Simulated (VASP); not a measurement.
Input of a VASP 6.6.1 run:

The input INCAR:

```
PREC     = Accurate       # precision mode
ENCUT    = 520            # plane-wave cutoff, eV
EDIFF    = 1E-6           # SCF threshold, eV
ISMEAR   = -1             # smearing method
SIGMA    = 0.15           # smearing width, eV
LREAL    = F              # projectors in reciprocal space
LASPH    = T              # aspherical terms in the spheres
NELM     = 80             # most SCF steps
ALGO     = Fast           # electronic algorithm
ISIF     = 2              # what is computed and relaxed
LWAVE    = F              # write WAVECAR
LCHARG   = F              # write CHGCAR
GGA      = PE             # functional
NBANDS   = 15             # bands
```

File KPOINTS:

```
Automatic mesh
0
Gamma
  12 12 12
```

The input POSCAR:

```
Al2Pt
1.0
    0.0000000000      2.9737101831      2.9737101831
    2.9737101831      0.0000000000      2.9737101831
    2.9737101831      2.9737101831      0.0000000000
Al Pt
2 1
Direct
    0.2500000000      0.2500000000      0.2500000000
    0.7500000000      0.7500000000      0.7500000000
    0.0000000000      0.0000000000      0.0000000000
```

Potentials or basis: VASP PAW PBE potentials, release 64 (Al, Pt).

Launch:

```sh
$ cat potpaw_PBE.64/Al/POTCAR potpaw_PBE.64/Pt/POTCAR > POTCAR
$ mpirun -np 1 vasp_std > vasp.out
```

Task: Predict the band gap on the k mesh.

Result: None (metal or under the smearing width).

Task: What does it give for the pressure?

Result: -0.2 GPa.

Spin-orbit coupling is left out, which matters for the levels of Pt.
